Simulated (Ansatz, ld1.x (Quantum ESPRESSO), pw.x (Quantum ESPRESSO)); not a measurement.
## From atom to crystal: RRKJ potential for N (Z = 7)

```
Element                 : nitrogen (N)
Generator               : ld1.x (Quantum ESPRESSO) 7.5
Type                    : norm-conserving RRKJ (Kleinman–Bylander form)
Functional              : PBE
Relativity              : scalar-relativistic
Frozen core             : [He]
Valence charge          : 5
Reference configuration : 2s2 2p3
Partial waves           : 2s (bound): rc 0.95 bohr; 2p (bound): rc 1.50 bohr
Local potential         : all-electron potential smoothed inside 1.20 bohr (lloc = -1)
Core correction         : none
```

Atomic tests: cutoffs needed: 80 Ry and 110 Ry (the cutoffs (Ry, on a coarse ladder) from which the occupation-weighted sum of valence levels, in a spherical-Bessel basis at the reference potential, stays within 10 and 1 mRy of its value at 400 Ry); ghost test: no extra level below or beside the all-electron valence levels (s, p, d, f tested) (spherical-Bessel basis up to 400 Ry, 20 bohr box); largest excitation error: +1322 meV (all-electron minus pseudo) for 2s1 2p0, out of 7 test configurations.

Crystal test: fcc N in pw.x 7.5, no spin, 18³ k-points, Fermi–Dirac smearing 0.01 Ry, cutoffs 135/540 Ry. The reference is all-electron LAPW (Ansatz 0.2.0) with the same functional, mesh and smearing; V0 and B0 come from Birch–Murnaghan fits to the pressures at five volumes. Errors are pseudo minus all-electron; Δ is the rms difference of the E(V) curves that follow from these fits, minima aligned, over ±6 % about the mean V0. Mesh and smearing are coarse, so the numbers serve the comparison and aren't converged zero-temperature values; the lattice is a test structure that the element need not adopt. Spin polarisation is left out.

```
V (Å³/atom)  P all-electron (GPa)  P pseudo (GPa)
      7.222                 10.44           11.80
      7.412                  5.03            6.28
      7.602                  0.28            1.42
      7.792                 -3.90           -2.87
      7.982                 -7.58           -6.63
```

All-electron: a0 = 3.123 Å (V0 = 7.61 Å³/atom), B0 = 177.0 GPa.

Pseudopotential: mean pressure error (GPa): +1.15; a0 (Å): 3.129; a0 error (%): +0.21; B0 error (%): -0.4; Δ (meV/atom): 1.9.

Q: At the middle volume, how do free energy and pressure move when the wave cutoff is lowered (ecutrho kept at four times it)?

A:

```
cutoff (Ry)  shift of F (meV/atom)  shift of P (GPa)
         61                 +366.4            -22.84
         81                  +77.0             -7.28
        108                   +5.6             -0.97
```

Input at the middle volume:

```
&control
  calculation='scf', prefix='x', pseudo_dir='./', outdir='./tmp', tstress=.true., disk_io='none'
/
&system
  ibrav=0, nat=1, ntyp=1, ecutwfc=135, ecutrho=540, nbnd=9,
  occupations='smearing', smearing='fd', degauss=0.01
/
&electrons
  conv_thr=1e-09, mixing_beta=0.4, electron_maxstep=70
/
ATOMIC_SPECIES
N 1.0 N.UPF
CELL_PARAMETERS angstrom
  0.00000000 1.56062762 1.56062762
  1.56062762 0.00000000 1.56062762
  1.56062762 1.56062762 0.00000000
ATOMIC_POSITIONS crystal
N 0.0000 0.0000 0.0000
K_POINTS automatic
18 18 18 0 0 0
```

```bash
pw.x < N.scf.in > N.scf.out
```

Lines of the output:

```
Message from routine setup:
     using ibrav=0 with symmetry is DISCOURAGED, use correct ibrav instead
     lattice parameter (alat)  =       4.1707  a.u.
     unit-cell volume          =      51.3008 (a.u.)^3
     number of electrons       =         5.00
     number of Kohn-Sham states=            9
     kinetic-energy cutoff     =     135.0000  Ry
     charge density cutoff     =     540.0000  Ry
     scf convergence threshold =      1.0E-09
     Exchange-correlation= PBE
     number of k points=   195  Fermi-Dirac smearing, width (Ry)=  0.0100
     iteration #  1     ecut=   135.00 Ry     beta= 0.40
     total energy              =     -19.50272381 Ry
     estimated scf accuracy    <       0.00042616 Ry
     iteration #  2     ecut=   135.00 Ry     beta= 0.40
     total energy              =     -19.50272949 Ry
     estimated scf accuracy    <       0.00009542 Ry
     iteration #  3     ecut=   135.00 Ry     beta= 0.40
     total energy              =     -19.50274307 Ry
     estimated scf accuracy    <       0.00000359 Ry
     iteration #  4     ecut=   135.00 Ry     beta= 0.40
     total energy              =     -19.50274335 Ry
     estimated scf accuracy    <          3.5E-09 Ry
     iteration #  5     ecut=   135.00 Ry     beta= 0.40
     the Fermi energy is     8.2554 ev
!    total energy              =     -19.50274335 Ry
     estimated scf accuracy    <          8.6E-10 Ry
     smearing contrib. (-TS)   =      -0.00318492 Ry
     The total energy is F=E-TS. E is the sum of the following terms:
     one-electron contribution =       2.89297606 Ry
     hartree contribution      =       1.72222741 Ry
     xc contribution           =      -4.68183878 Ry
     ewald contribution        =     -19.43292312 Ry
     convergence has been achieved in   5 iterations
          total   stress  (Ry/bohr**3)                   (kbar)     P=       14.18
     Message from routine punch:
     Nothing written, as per user request (disk_io='none')
```

The run at the middle volume (195 k-points, 5 iterations) took about 14 s on one core of a shared host (Neoverse-V1, 32 threads, 247 GiB, load 22).
